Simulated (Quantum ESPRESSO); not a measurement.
# BN under changes of volume

One of the cells (8.967 Å³/atom); the others are scaled copies at fixed shape and fractional positions:

```
N B
1.0
     2.49824    0.00000    0.00000
    -1.24912    2.16354    0.00000
     0.00000    0.00000    6.63570
N B
2 2
Direct
  0.66667 0.33333 0.25000
  0.33333 0.66667 0.75000
  0.66667 0.33333 0.75000
  0.33333 0.66667 0.25000
```

| Quantity | Value |
| --- | --- |
| Program | Quantum ESPRESSO 7.5 |
| Functional | PBEsol |
| Potentials or basis | PseudoDojo 0.4.1 SR PBEsol standard |
| Cutoff | 1143 eV |
| Density cutoff | 4572 eV |
| k mesh | 12 × 12 × 4 |
| Occupations | fermi-dirac, width 0.05 eV |
| Spin | no spin polarisation |

| volume (Å³/atom) | energy over the lowest point (meV/atom) | pressure (GPa) | gap on the mesh (eV) |
| --- | --- | --- | --- |
| 8.429 | 36.41 | 19.8 | 4.27 |
| 8.608 | 17.78 | 13.5 | 4.25 |
| 8.787 | ? | ? | ? |
| 8.967 | 0.13 | 2.5 | 4.21 |
| 9.146 | 0.00 | -2.2 | 4.19 |
| 9.325 | 5.00 | -6.6 | 4.16 |
| 9.505 | 14.69 | -10.6 | 4.14 |

Question: What does the run at 8.787 Å³/atom give?

Answer: Energy over the lowest point 5.88 meV/atom; pressure 7.8 GPa; gap on the mesh 4.23 eV.

Worked out: A Birch-Murnaghan fit of order 3 (a polynomial in V^(-2/3)) to the other rows has its minimum at 9.06 Å³/atom with B0 = V·E''(V) = 241 GPa and B' = 3.7 at fixed shape and positions, which overstates the stiffness. It gives 5.89 meV/atom at 8.787 Å³/atom, against the run's 5.88, and -dE/dV = 7.8 GPa, against 7.8. A straight line through the other rows of the gap, of slope -1.08 eV per unit of ln V, gives 4.23 eV, against the run's 4.23.

Energies are extrapolated to zero smearing.

Caveats: this functional lacks dispersion, which binds the layers, so the pressure and a relaxed spacing across them are unreliable.

A mesh can miss the band edges.
